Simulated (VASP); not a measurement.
Calculation: r2SCAN meta-GGA, VASP's PBE PAW potentials (set 64) (plane waves; VASP).

VASP ran on this input.

INCAR:
```
LWAVE = F
PREC = Accurate
ALGO = Normal
LCHARG = F
LMIXTAU = T
ISMEAR = 0
NELM = 100   ! most electronic steps
ISIF = 2
EDIFF = 1E-6
LASPH = T   ! aspherical one-centre terms
LMAXMIX = 4   ! l cut-off of mixed one-centre charges
METAGGA = R2SCAN
LREAL = F
SIGMA = 0.01   ! width (eV)
ENCUT = 300
SYSTEM = CsBr
```

**POSCAR**
```
CsBr
1
    4.3256200000     0.0000000000     0.0000000000
    0.0000000000     4.3256200000     0.0000000000
    0.0000000000     0.0000000000     4.3256200000
Cs Br
1 1
Direct
  0.0000000000   0.0000000000   0.0000000000
  0.5000000000   0.5000000000   0.5000000000
```

KPOINTS:
```
Automatic mesh
0
Gamma
6 6 6
0 0 0
```

POTCAR, in this order: Cs_sv Br (PBE.64 set). Program: vasp_std.

The resulting files:

OSZICAR:
```
       N       E                     dE             d eps       ncg     rms          rms(c)
DAV:   1     0.357844117841E+02    0.35784E+02   -0.49655E+03   480   0.766E+02
DAV:   2    -0.408993927246E+02   -0.76684E+02   -0.72377E+02   740   0.155E+02
DAV:   3    -0.458845148774E+02   -0.49851E+01   -0.49714E+01   592   0.443E+01
DAV:   4    -0.459275916047E+02   -0.43077E-01   -0.43060E-01   556   0.498E+00
DAV:   5    -0.459279652467E+02   -0.37364E-03   -0.37361E-03   592   0.437E-01    0.171E+00
DAV:   6    -0.428723934337E+02    0.30556E+01   -0.59689E-01   544   0.631E+00    0.142E+00
DAV:   7    -0.415946743795E+02    0.12777E+01   -0.45718E-01   548   0.511E+00    0.540E-01
DAV:   8    -0.423470623582E+02   -0.75239E+00   -0.35109E-01   488   0.552E+00    0.453E-01
DAV:   9    -0.423469342749E+02    0.12808E-03   -0.14475E-01   488   0.401E+00    0.272E-01
DAV:  10    -0.423411681635E+02    0.57661E-02   -0.15260E-01   480   0.389E+00    0.931E-02
DAV:  11    -0.423019797049E+02    0.39188E-01   -0.26052E-02   504   0.163E+00    0.683E-02
DAV:  12    -0.423141050919E+02   -0.12125E-01   -0.69477E-03   500   0.887E-01    0.486E-02
DAV:  13    -0.423134838334E+02    0.62126E-03   -0.17235E-04   568   0.142E-01    0.358E-02
DAV:  14    -0.423159563935E+02   -0.24726E-02   -0.92740E-04   488   0.319E-01    0.766E-03
DAV:  15    -0.423160453614E+02   -0.88968E-04   -0.55978E-05   556   0.840E-02    0.465E-03
DAV:  16    -0.423160679092E+02   -0.22548E-04   -0.41743E-06   536   0.222E-02    0.446E-03
DAV:  17    -0.423160558099E+02    0.12099E-04   -0.33689E-06   528   0.225E-02    0.144E-03
DAV:  18    -0.423160762861E+02   -0.20476E-04   -0.10777E-05   488   0.403E-02    0.110E-03
DAV:  19    -0.423160767301E+02   -0.44398E-06   -0.23313E-07   344   0.458E-03
   1 F= -.42316077E+02 E0= -.42316077E+02  d E =-.143564E-18
```

### OUTCAR
```
------------------------ aborting loop because EDIFF is reached ----------------------------------------
  FORCE on cell =-STRESS in cart. coord.  units (eV):
  Direction    XX          YY          ZZ          XY          YZ          ZX
  --------------------------------------------------------------------------------------
  Total       -0.0178647     -0.0178647     -0.0178647     -0.0000000      0.0000000     -0.0000000
  in kB       -0.3536406     -0.3536406     -0.3536406     -0.0000000      0.0000000     -0.0000000
  external PRESSURE =      -0.3536406 kB  Pullay stress =       0.0000000 kB
  volume of cell :       80.94
      direct lattice vectors                 reciprocal lattice vectors
     4.325620000  0.000000000  0.000000000     0.231180732  0.000000000  0.000000000
     0.000000000  4.325620000  0.000000000     0.000000000  0.231180732  0.000000000
     0.000000000  0.000000000  4.325620000     0.000000000  0.000000000  0.231180732
 POSITION                                       TOTAL-FORCE (eV/Angst)
 -----------------------------------------------------------------------------------
      0.00000      0.00000      0.00000         0.000000      0.000000      0.000000
      2.16281      2.16281      2.16281         0.000000      0.000000      0.000000
 -----------------------------------------------------------------------------------
    total drift:                                0.000000      0.000000     -0.000000
  FREE ENERGIE OF THE ION-ELECTRON SYSTEM (eV)
  ---------------------------------------------------
  free  energy   TOTEN  =       -42.3160767301 eV

  energy  without entropy=      -42.3160767301  energy(sigma->0) =      -42.31607673
```
(Selected blocks of OUTCAR.)

**OUTCAR**
```
 val. band max:       -0.7937805806   @ k =   0.5000   0.5000   0.0000

 cond. band min:       4.3717699316   @ k =   0.0000   0.0000   0.0000


 Fermi energy:        -0.7355279080

 k-point     1 :       0.0000    0.0000    0.0000
  band No.  band energies     occupation
      1     -21.1352      2.00000
      2     -13.5618      2.00000
      3      -7.3665      2.00000
      4      -7.3665      2.00000
      5      -7.3665      2.00000
      6      -0.8001      2.00000
      7      -0.8001      2.00000
      8      -0.8001      2.00000
      9       4.3718      0.00000
     10       4.6309      0.00000
     11       4.6309      0.00000
     12       8.9406      0.00000

 k-point     2 :       0.1667    0.0000    0.0000
  band No.  band energies     occupation
      1     -21.1227      2.00000
      2     -13.5644      2.00000
      3      -7.4645      2.00000
      4      -7.3427      2.00000
      5      -7.3427      2.00000
      6      -1.1753      2.00000
      7      -0.8453      2.00000
      8      -0.8453      2.00000
      9       4.8087      0.00000
     10       4.9991      0.00000
     11       5.2314      0.00000
     12       8.7905      0.00000

 k-point     3 :       0.3333    0.0000    0.0000
  band No.  band energies     occupation
      1     -21.0973      2.00000
      2     -13.5713      2.00000
      3      -7.6434      2.00000
      4      -7.2941      2.00000
      5      -7.2941      2.00000
      6      -1.7838      2.00000
      7      -0.9388      2.00000
      8      -0.9388      2.00000
      9       5.2767      0.00000
     10       6.2898      0.00000
     11       6.6325      0.00000
     12       8.6570      0.00000

 k-point     4 :       0.5000    0.0000    0.0000
  band No.  band energies     occupation
      1     -21.0845      2.00000
      2     -13.5754      2.00000
      3      -7.7252      2.00000
      4      -7.2694      2.00000
      5      -7.2694      2.00000
      6      -2.0440      2.00000
...
```

At this cut-off the stress carries a Pulay error, which pulls relaxed volumes low. Unless said otherwise, spin-orbit coupling is left out, though it shifts the bands of the heavy elements here.

The structure comes from a computed database's CsBr entry; how it stands against other phases isn't given here. The cell was not relaxed at this level. The run is one of a series of settings (GGA removed, LMIXTAU = .TRUE., METAGGA = R2SCAN against the base run), some of them coarse on purpose.
